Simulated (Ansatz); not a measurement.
**SnSe2: single point with PBE**

Crystal: SnSe2.

```xyz
3
Lattice="3.8110 0.0000 0.0000 -1.9055 3.3004 0.0000 0.0000 0.0000 6.1360" Properties=species:S:1:pos:R:3 pbc="T T T"
Sn    0.0000    0.0000    0.0000
Se    1.9055    1.1001    4.6081
Se    0.0000    2.2003    1.5279
```

```yaml
Program: Ansatz 0.2.0
Task: single point
Functional: PBE
Potentials_or_basis: Ansatz PAW
Cutoff: "420 eV (not typed: the program's choice for these potentials)"
k_mesh: 8 × 8 × 5
Occupations: gaussian, width 0.025 eV
Spin: no spin polarisation
```

```
Pressure               : 5.5 GPa
Largest force          : 0.787 eV/Å
Band gap on the k mesh : 0.81 eV, indirect (least direct gap 1.10 eV)
```

Forces in eV/Å, atoms in the order of the input:
```
Sn   0.000  0.000  0.000
Se   0.000  0.000 -0.787
Se   0.000  0.000  0.787
```

Stress tensor (GPa, compression positive):
```
5.04 0.00 0.00
0.00 5.04 0.00
0.00 0.00 6.53
```

Levels at points of the mesh, in eV from the valence-band top:
| k point | band 19 | band 20 | band 21 | band 22 | band 23 | band 24 | band 25 | band 26 | band 27 | band 28 |
| --- | --- | --- | --- | --- | --- | --- | --- | --- | --- | --- |
| (0.00, 0.00, 0.00) | -0.70 | -0.70 | -0.39 | -0.39 | -0.01 | 1.10 | 2.95 | 4.65 | 4.65 | 8.14 |
| (0.00, -0.50, 0.00) | -4.48 | -2.91 | -2.68 | -1.20 | -0.31 | 1.16 | 3.80 | 5.46 | 5.49 | 7.28 |

Wall time 6.5 s on 2 threads of Intel(R) Xeon(R) Processor @ 2.50GHz (Skylake/Cascade Lake), with other jobs on the host, peak memory 0.42 GiB.

Caveat: odd divisions of the mesh miss points on the zone boundary, where band edges often lie, so the gap on the mesh can be too wide; spin-orbit coupling is left out, which moves the levels of the heavy elements; this functional lacks dispersion, which binds the layers, so the pressure and a relaxed spacing across them are unreliable. A k mesh can miss the band edges.
